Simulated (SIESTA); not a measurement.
Crystal: BP.

```
P B
1.0
     0.00000    2.26900    2.26900
     2.26900    0.00000    2.26900
     2.26900    2.26900    0.00000
P B
1 1
Direct
  0.75000 0.75000 0.75000
  0.00000 0.00000 0.00000
```

Base run:

| Quantity | Value |
| --- | --- |
| Program | SIESTA 5.4.2 |
| Functional | PBE |
| Potentials or basis | PseudoDojo 0.4 standard (PBE files) |
| Basis | DZP (energy shift 0.003 Ry) |
| Grid cutoff | 500 Ry |
| Energy shift | 0.003 Ry |
| k mesh | 10 × 10 × 10 |
| Occupations | fermi-dirac, width 0.05 eV |
| Spin | no spin polarisation |

Its results: band gap on the k mesh 1.28 eV, indirect (least direct gap 3.42 eV); pressure 4.4 GPa.

Task: The run is repeated on the same cell with these changes: functional from PBE to vdW-DF-cx. What comes out?

Result: Band gap on the k mesh 1.25 eV, indirect (least direct gap 3.43 eV); pressure 3.3 GPa.

Caveats: the basis of atomic orbitals isn't converged, which shifts pressures, moduli and gaps; the potentials were made for another functional, which shifts forces and pressure (some runs).

Not every run made on this cell is shown here.
